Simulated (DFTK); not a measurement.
A run of DFTK 0.8.2 is set up as follows.

The input run.jl:

```julia
using DFTK
using PseudoPotentialData
using Unitful, UnitfulAtomic
using LinearAlgebra, Printf
using AtomsBase
include("save.jl")
disable_threading()

cell = [[0.0, 2.211323, 2.211323],
        [2.211323, 0.0, 2.211323],
        [2.211323, 2.211323, 0.0]]u"Å"
system = periodic_system([:Ta => [0.5, 0.5, 0.5],
                          :N => [0.0, 0.0, 0.0]],
                         cell; fractional=true)
lattice   = austrip.(hcat(cell_vectors(system)...))
symbols   = atomic_symbol(system, :) .|> Symbol
positions = [lattice \ austrip.(position(system, i)) for i in 1:length(system)]
pseudopotentials = Dict(:N => "N.upf", :Ta => "Ta.upf")
elements = Dict(s => ElementPsp(s, pseudopotentials; rcut=10.0) for s in unique(symbols))
atoms    = [elements[s] for s in symbols]

build_model(lattice, positions; symmetries=true) =
    model_DFT(lattice, atoms, positions;
              functionals=r2SCAN(),
              temperature=austrip(0.05u"eV"),
              smearing=Smearing.FermiDirac(),
              symmetries)
Ecut  = 45.0  # hartree
kgrid = [7, 7, 7]
tol   = 1e-6
to_GPa = ustrip(uconvert(u"GPa", 1u"hartree/bohr^3"))

model = build_model(lattice, positions)
basis = PlaneWaveBasis(model; Ecut, kgrid)
display(basis)
scfres = self_consistent_field(basis;
                               tol,
                               nbandsalg=AdaptiveBands(model; n_bands_converge=21),
                               solver=ScfAndersonSolver())
display(scfres.energies)
@printf "Fermi level: %.6f eV\n" ustrip(auconvert(u"eV", something(scfres.εF, NaN)))
forces = compute_forces_cart(scfres)
println("Forces (eV/Å)")
for (s, f) in zip(symbols, forces)
    @printf "%-3s %12.6f %12.6f %12.6f\n" s ustrip.(auconvert.(u"eV/Å", f))...
end
stress = compute_stresses_cart(scfres)
println("Stress (GPa)")
display(round.(stress * to_GPa; digits=4))
println("Levels at the first k-point (eV): ", round.(ustrip.(auconvert.(u"eV", scfres.eigenvalues[1][1:scfres.n_bands_converge])); digits=4))
save_scf!(scfres; forces, stress)

points = Dict("G" => [0.0, 0.0, 0.0], "K" => [0.375, 0.375, 0.75], "L" => [0.5, 0.5, 0.5], "U" => [0.625, 0.25, 0.625], "W" => [0.5, 0.25, 0.75], "X" => [0.5, 0.0, 0.5])
segments = [("G", "X", 7), ("X", "W", 4), ("W", "K", 3), ("K", "G", 7), ("G", "L", 6), ("L", "U", 4), ("U", "W", 3), ("W", "L", 5), ("L", "K", 4), ("U", "X", 3)]
kcoords = vcat([[points[a] + t * (points[b] - points[a]) for t in range(0, 1, n)] for (a, b, n) in segments]...)
bands = compute_bands(scfres, ExplicitKpoints(kcoords); n_bands=23, tol=1e-5)
for (k, ε) in zip(bands.basis.kpoints, bands.eigenvalues)
    @printf "%d %8.4f %8.4f %8.4f " k.spin k.coordinate...
    println(join([@sprintf("%9.4f", e) for e in ustrip.(auconvert.(u"eV", ε .- scfres.εF))]))
end
results["band_energies"] = rows(bands.eigenvalues); results["band_kpoints"] = rows(kcoords)
```

Potentials or basis: SG15 1.2 (PBE).

Launch:

```bash
$ julia --threads=1 run.jl  # save.jl only writes the numbers to a file and isn't shown; printed stress counts tension as positive; times include loading and compiling
```

**Question.** What does it give for the band gap on the k mesh?

**Answer.** None (metal or under the smearing width).

**Question.** What does it give for the pressure?

**Answer.** -16.2 GPa.

Levels at the corners of the path, in eV from the Fermi level:
```
point  band 12  band 13  band 14  band 15  band 16  band 17  band 18  band 19  band 20  band 21
    Γ   -19.71    -3.84    -3.84    -3.84    -2.09    -2.09    -2.09     0.00     0.00     1.80
    X   -18.56    -6.88    -5.33    -4.74    -4.74     1.92     3.21     3.21     4.23     7.52
    W   -17.90    -7.52    -6.94    -6.94    -0.14    -0.14     3.22     3.73     4.55    10.61
    K   -17.95    -7.76    -7.01    -6.30    -2.13     2.33     2.38     4.30     4.83     9.17
    Γ   -19.71    -3.84    -3.84    -3.84    -2.09    -2.09    -2.09     0.00     0.00     1.80
    L   -16.86   -10.40    -7.70    -7.70     1.73     1.73     1.99     4.25     7.36     7.36
    U   -17.95    -7.76    -7.01    -6.30    -2.13     2.33     2.38     4.30     4.83     9.17
    W   -17.90    -7.52    -6.94    -6.94    -0.14    -0.14     3.22     3.73     4.55    10.61
    L   -16.86   -10.40    -7.70    -7.70     1.73     1.73     1.99     4.25     7.36     7.36
    K   -17.95    -7.76    -7.01    -6.30    -2.13     2.33     2.38     4.30     4.83     9.17
    U   -17.95    -7.76    -7.01    -6.30    -2.13     2.33     2.38     4.30     4.83     9.17
    X   -18.56    -6.88    -5.33    -4.74    -4.74     1.92     3.21     3.21     4.23     7.52
```

Caveat: so large a pressure means that the cell lies far from this level's equilibrium, or that cutoff or potentials fall short; the potentials were made for another functional, which shifts forces and pressure; spin-orbit coupling is left out, which moves the levels of the heavy elements.
